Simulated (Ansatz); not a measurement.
Here is an Ansatz 0.2.0 calculation.

input.yaml

```yaml
crystal:
  lattice:
    - [6.1535771931, -1.8834685, 0.0]
    - [6.1535771931, 1.8834685, 0.0]
    - [-1.9283261078, 0.0, 6.3289668713]
  atoms:
    - { symbol: Ti, position: [0.900071, 0.900071, 0.289602] }
    - { symbol: Ti, position: [0.195286, 0.195286, 0.283762] }
    - { symbol: Ti, position: [0.099929, 0.099929, 0.710398] }
    - { symbol: Ti, position: [0.804714, 0.804714, 0.716238] }
    - { symbol: O, position: [0.361931, 0.361931, 0.293397] }
    - { symbol: O, position: [0.2634885, 0.2634885, 0.6525] }
    - { symbol: O, position: [0.8671885, 0.8671885, 0.995291] }
    - { symbol: O, position: [0.7365115, 0.7365115, 0.3475] }
    - { symbol: O, position: [0.9416475, 0.9416475, 0.630021] }
    - { symbol: O, position: [0.1328115, 0.1328115, 0.004709] }
    - { symbol: O, position: [0.638069, 0.638069, 0.706603] }
    - { symbol: O, position: [0.0583525, 0.0583525, 0.369979] }
hamiltonian:
  xc: pbe
  pseudopotentials: { kind: paw }
  dispersion: d4
kpoints:
  mp_grid: { grid: [8, 8, 4] }
scf:
  occupations: { method: fermi_dirac, width: 0.05 }
output:
  forces: true
  stress: true
  write_density: true
  write_potential: true
  elf: true
  volumetric_format: npy
relax:
  f_tol: 0.01
  max_steps: 40
  cell: { stress_tol: 0.05 }
```

Potentials or basis: Ansatz PAW.

Command:

```bash
$ ansatz run input.yaml --threads 4 --pin off --max-ram 11264MiB --backend cpu --events-out ev --progress --plain --runs-dir out
```

Q: What does it give for the relaxed volume?

A: 11.97 Å³/atom.

Q: Estimate the space group after relaxing (to 0.05 Å).

A: C2/m (No. 12).

Q: Predict the relaxed cell.

A: a = 6.381 Å, b = 6.381 Å, c = 6.596 Å, α = 106.23°, β = 106.23°, γ = 34.01°.

Q: Predict the band gap on the k mesh.

A: 2.81 eV, indirect (least direct gap 3.01 eV).

The path:
```csv
step,energy change (eV),largest force (eV/Å),volume (Å³)
1,0.0000,0.2399,146.71
2,-0.0456,0.1194,144.54
3,-0.0537,0.0512,143.68
4,-0.0542,0.0415,143.77
5,-0.0544,0.0340,143.76
6,-0.0546,0.0059,143.75
7,-0.0441,0.0059,143.75
8,-0.0445,0.0013,143.66
9,-0.0441,0.0013,143.66
```

Caveat: the plane-wave basis is chosen anew once the cell has moved, so the energies of steps on either side of that aren't comparable; the pressure holds a Pulay correction of +0.7 GPa for the finite cutoff. A hybrid or GW would open this gap; PBE tends to underestimate it.
